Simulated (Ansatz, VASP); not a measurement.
Two plane-wave programs on BN

Contents of INCAR:

```
PREC = Accurate
ENCUT = 520
EDIFF = 1E-6
ISMEAR = 0
SIGMA = 0.01
LREAL = F
LASPH = T
NELM = 80
ALGO = Normal
ISIF = 2
LWAVE = F
LCHARG = T
GGA = PE
LELF = T
LVHAR = T
NBANDS = 11
```

File KPOINTS:

```
regular mesh
0
Gamma
  10 10 10
```

File POSCAR:

```
BN
1.0
    0.0000000000      1.7340478833      1.7340478833
    1.7340478833      0.0000000000      1.7340478833
    1.7340478833      1.7340478833      0.0000000000
B N
1 1
Direct
    0.0000000000      0.0000000000      0.0000000000
    0.5000000000      0.5000000000      0.5000000000
```

Input for Ansatz:

```yaml
crystal:
  lattice:
    - [0.0, 1.7340478833, 1.7340478833]
    - [1.7340478833, 0.0, 1.7340478833]
    - [1.7340478833, 1.7340478833, 0.0]
  atoms:
    - { symbol: B, position: [0.0, 0.0, 0.0] }
    - { symbol: "N", position: [0.5, 0.5, 0.5] }
kpoints:
  mp_grid: { grid: [10, 10, 10] }
hamiltonian:
  xc: pbe
scf:
  occupations: { method: fixed }
  n_extra_bands: 4
output:
  forces: true
  stress: true
  eigenvalues: true
```

Alike in both runs: task single point; functional PBE; k mesh 10 × 10 × 10; no spin polarisation.

```csv
,VASP,Ansatz
version,VASP 6.6.1,Ansatz 0.2.0
potentials or method,"VASP PAW PBE potentials, release 64 (B, N)","plane waves, PAW"
plane-wave cutoff (eV),520,420
occupations,"gaussian, width 0.01 eV",fixed
valence electrons in the cell,8,8
```

|  | VASP | Ansatz | Ansatz less VASP |
| --- | --- | --- | --- |
| gap on the k mesh at the Fermi level (eV) | 1.49 | 1.50 | +0.006 |
| pressure (GPa) | 12.2 | 12.2 | +0.01 |

A k mesh can miss the band edges.
